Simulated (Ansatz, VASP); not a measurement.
One calculation of Be, two programs

File INCAR:

```
SYSTEM = Be
PREC = Accurate ; ENCUT = 520
EDIFF = 1E-6 ; ISMEAR = -1
SIGMA = 0.04 ; LREAL = .FALSE.
LASPH = .TRUE. ; NELM = 80
ALGO = Fast ; ISIF = 2
LWAVE = .FALSE. ; LCHARG = .FALSE.
GGA = PE ; NBANDS = 9
```

File KPOINTS:

```
regular mesh
0
G
  6 6 4
  0 0 0
```

POSCAR

```
Be
1.0
    2.2853000000      0.0000000000      0.0000000000
   -1.1426500000      1.9791278553      0.0000000000
    0.0000000000      0.0000000000      3.5842000000
Be
2
Direct
    0.6666666667      0.3333333333      0.7500000000
    0.3333333333      0.6666666667      0.2500000000
```

input.yaml

```yaml
crystal:
  lattice:
    - [2.2853, 0.0, 0.0]
    - [-1.14265, 1.9791278553, 0.0]
    - [0.0, 0.0, 3.5842]
  atoms:
    - { symbol: Be, position: [0.6666666667, 0.3333333333, 0.75] }
    - { symbol: Be, position: [0.3333333333, 0.6666666667, 0.25] }
kpoints:
  mp_grid: { grid: [6, 6, 4] }
scf:
  occupations: { method: fermi_dirac, width: 0.04 }
hamiltonian:
  xc: pbe
  pseudopotentials: { kind: all_electron, lapw: { basis_error: 0.003 } }
output:
  forces: true
  stress: true
  eigenvalues: true
```

Alike in both runs: task single point; functional PBE; k mesh 6 × 6 × 4; occupations fermi-dirac, width 0.04 eV; no spin polarisation.

|  | VASP | Ansatz |
| --- | --- | --- |
| version | VASP 6.6.1 | Ansatz 0.2.0 |
| potentials or method | VASP PAW PBE potentials, release 64 (Be) | all-electron LAPW, scalar-relativistic |
| plane-wave cutoff (eV) | 520 | see its input |

```tsv
	VASP	Ansatz	Ansatz less VASP
gap on the k mesh at the Fermi level (eV)	none	none	-
pressure (GPa)	-2.4	-2.5	-0.17
largest component of the traceless stress (GPa)	7.62	7.65	+0.030
```

A gap of «none» marks a metal or a gap that the smearing closes. Ansatz ran all-electron here, so the differences hold the error of VASP's frozen core and of both bases.

Caveats: the k mesh is coarse (spacing up to 0.53 Å⁻¹), so the values aren't converged.
